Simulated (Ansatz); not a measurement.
# BN: stress in a strained cell

BN is deformed so: equal xx and yy strain of -3 %. What stress and forces result, by LAPW, PAW and all-electron datasets made for the crystal?

Program: Ansatz 0.2.0. Level of theory: DFT PBE, scalar-relativistic. These are calculated values, not measurements.

### 1 The structure to begin with

The structure is cubic, space group F-43m (No. 216). The conventional cell has a = 3.615 Å, b = 3.615 Å, c = 3.615 Å, α = 90.00°, β = 90.00°, γ = 90.00°. B (site symmetry -43m) is surrounded by 4 N at 1.57 Å. Around N (site symmetry -43m) lie 4 B at 1.57 Å.

As a file:

```
B N
1.0
     0.00000    1.80750    1.80750
     1.80750    0.00000    1.80750
     1.80750    1.80750    0.00000
B N
1 1
Direct
  0.00000 0.00000 0.00000
  0.75000 0.75000 0.75000
```

Atoms are numbered in the order of the input: B1, N2.

### 2 After the deformation

Space group F-43m before, I-4m2 after.

### 3 Full-potential LAPW

Input file input.yaml:

```yaml
crystal:
  lattice:
    - [0.0, 1.753275, 1.8075]
    - [1.753275, 0.0, 1.8075]
    - [1.753275, 1.753275, 0.0]
  atoms:
    - { symbol: B, position: [0.0, 0.0, 0.0] }
    - { symbol: "N", position: [0.75, 0.75, 0.75] }
kpoints:
  mp_grid: { grid: [13, 13, 13] }
  band_path:
    path:
      - [0.0, 0.0, 0.0]
      - [0.5, 0.0, 0.5]
      - [0.75, 0.25, 0.5]
      - [0.5, 0.5, 0.5]
      - [0.0, 0.0, 0.0]
      - [0.5, 0.5, 0.0]
      - [0.6323875, 0.6323875, 0.264775]
      - [0.3676125, 0.3676125, 0.735225]
      - [0.0, 0.0, 0.0]
    npoints: 5
scf:
  occupations: { method: fermi_dirac, width: 0.03 }
hamiltonian:
  xc: pbe
  pseudopotentials: { kind: all_electron, lapw: { basis_error: 0.001 } }
output:
  forces: true
  stress: true
  eigenvalues: true
```

Command:

```sh
ansatz run input.yaml --threads 1 --pin off --max-ram 3072MiB --backend cpu --events-out ev --progress --plain --runs-dir out
```

### 4 Frozen-core PAW

Input file input.yaml:

```yaml
crystal:
  lattice:
    - [0.0, 1.753275, 1.8075]
    - [1.753275, 0.0, 1.8075]
    - [1.753275, 1.753275, 0.0]
  atoms:
    - { symbol: B, position: [0.0, 0.0, 0.0] }
    - { symbol: "N", position: [0.75, 0.75, 0.75] }
kpoints:
  mp_grid: { grid: [13, 13, 13] }
scf:
  occupations: { method: fermi_dirac, width: 0.03 }
hamiltonian:
  xc: pbe
  pseudopotentials: { kind: paw }
output:
  forces: true
  stress: true
  eigenvalues: true
  efg: { contact_densities: true }
```

### 5 Datasets made for this crystal

Changes to input.yaml since step 4:

```diff
@@ -14,3 +14,3 @@
   xc: pbe
-  pseudopotentials: { kind: paw }
+  pseudopotentials: { kind: all_electron, datasets: crystal }
 output:
```

(Steps that only read results are left out.)

What does the calculation give? Wanted: pressure; largest shear or deviatoric stress.

**Answer**, as computed:

```
                                 quantity                                              value
                                 pressure  LAPW 29.07, PAW 29.04, crystal datasets 29.07 GPa
largest shear or deviatoric stress (LAPW)                                          13.81 GPa
```

In words: The largest part of the stress beyond the pressure is 13.81 GPa in size, in the zz component; the atoms are carried along and not relaxed. No run of the undeformed cell stands beside it, so the pressure holds what the given cell had before the change. PAW: stress within 0.04 GPa of LAPW. Crystal datasets: stress within 0.01 GPa of LAPW.
